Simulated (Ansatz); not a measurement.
**I (sc type): how the settings move a single-point run**

Question: which choices in the input matter for I (sc type)?

Method: reference: DFT, LDA, PAW with Ansatz's default frozen-core files, scalar-relativistic, in Ansatz 0.2.0.

1 further run of the same task is left out (it didn't finish). Runs told in other sessions of the task aren't counted.

## 1. The structure to begin with

The structure is cubic, space group Pm-3m (No. 221). The conventional cell has a = 2.524 Å, b = 2.524 Å, c = 2.524 Å, α = 90.00°, β = 90.00°, γ = 90.00°. I (site symmetry m-3m) is surrounded by 6 I at 2.52 Å.

Coordinates:

```cif
data_structure
_symmetry_space_group_name_H-M 'Pm-3m'
_symmetry_Int_Tables_number 221
_cell_length_a 2.5236
_cell_length_b 2.5236
_cell_length_c 2.5236
_cell_angle_alpha 90.000
_cell_angle_beta 90.000
_cell_angle_gamma 90.000
_cell_volume 16.07
loop_
_atom_site_label
_atom_site_type_symbol
_atom_site_symmetry_multiplicity
_atom_site_Wyckoff_symbol
_atom_site_fract_x
_atom_site_fract_y
_atom_site_fract_z
_atom_site_occupancy
I1 I 1 a 0.00000 0.00000 0.00000 1
```

## 2. Reference

File input.yaml:

```yaml
crystal:
  lattice:
    - [2.5236214544, 0.0, 0.0]
    - [0.0, 2.5236214544, 0.0]
    - [0.0, 0.0, 2.5236214544]
  atoms:
    - { symbol: I, position: [0.0, 0.0, 0.0] }
kpoints:
  mp_grid: { grid: [13, 13, 13] }
  band_path:
    path:
      - [0.0, 0.0, 0.0]
      - [0.0, 0.5, 0.0]
      - [0.5, 0.5, 0.0]
      - [0.0, 0.0, 0.0]
      - [0.5, 0.5, 0.5]
      - [0.0, 0.5, 0.0]
      - [0.5, 0.5, 0.5]
      - [0.5, 0.5, 0.0]
    npoints: 8
scf:
  occupations: { method: fermi_dirac, width: 0.05 }
hamiltonian:
  xc: lda
  pseudopotentials: { kind: paw }
output:
  forces: true
  stress: true
  eigenvalues: true
  populations: true
  dos: { projected: true, de: 0.2, e_range: [-14, 8] }
```

The run is started by

```bash
> ansatz run input.yaml --threads 1 --pin off --max-ram 2048MiB --backend cpu --events-out ev --progress --plain --runs-dir out
```

## 3. Changed: eigensolver.kind davidson, xc pbe, pseudopotentials.source jth

File input.yaml:

```yaml
crystal:
  lattice:
    - [2.5236214544, 0.0, 0.0]
    - [0.0, 2.5236214544, 0.0]
    - [0.0, 0.0, 2.5236214544]
  atoms:
    - { symbol: I, position: [0.0, 0.0, 0.0] }
kpoints:
  mp_grid: { grid: [13, 13, 13] }
scf:
  occupations: { method: fermi_dirac, width: 0.05 }
  eigensolver: { kind: davidson }
hamiltonian:
  xc: pbe
  pseudopotentials: { kind: paw, source: jth }
output:
  forces: true
  stress: true
  eigenvalues: true
```

## 4. Variant: mp_grid.grid [16, 16, 16], occupations.method methfessel_paxton, occupations.width 0.005

Changes to input.yaml since step 2:

```diff
@@ -8,3 +8,3 @@
 kpoints:
-  mp_grid: { grid: [13, 13, 13] }
+  mp_grid: { grid: [16, 16, 16] }
   band_path:
@@ -21,3 +21,3 @@
 scf:
-  occupations: { method: fermi_dirac, width: 0.05 }
+  occupations: { method: methfessel_paxton, width: 0.005 }
 hamiltonian:
@@ -30,2 +30 @@
   populations: true
-  dos: { projected: true, de: 0.2, e_range: [-14, 8] }
```

What does the calculation give? Wanted: for each run, ending; energy change; pressure; gap; force.

The runs gave:

```csv
run,ending,energy change,pressure (GPa),gap (eV),force (eV/Å),cycles,time
reference,converged,0,172.4,0.00,0.00,6,1.9 s
"1: eigensolver.kind davidson, xc pbe, pseudopotentials.source jth",converged,not comparable,191.8,0.00,0.00,5,0.97 s
"2: mp_grid.grid [16, 16, 16], occupations.method methfessel_paxton, occupations.width 0.005",converged,+6.3 meV/atom (σ→0),172.9,0.00,0.00,6,2.9 s
```

Times don't compare one to one where runs were asked for different outputs or read a saved state (see the inputs); cycles may leave out searches for a lower state.

Residual by cycle in the longest SCF loop of each run; runs are numbered as in the table. The quantity is the density residual dr2, in eV.

```csv
cycle,reference,run 1,run 2
1,0.0493,0.0144,0.0439
2,0.0206,0.00333,0.00487
3,1.7e-5,1.0e-5,1.1e-4
4,1.0e-6,1.4e-7,2.6e-6
5,2.5e-8,7.7e-10,3.2e-7
6,7.7e-11,-,1.6e-8
```

What this shows: «mp_grid.grid [16, 16, 16], occupations.method methfessel_paxton, occupations.width 0.005» moves the energy by +6.3 meV/atom. The pressure spans 172.4 to 191.8 GPa over the reference and the converged variants. The structure is not at rest: the sound run finds 172 GPa, so these are no properties of the relaxed crystal. 
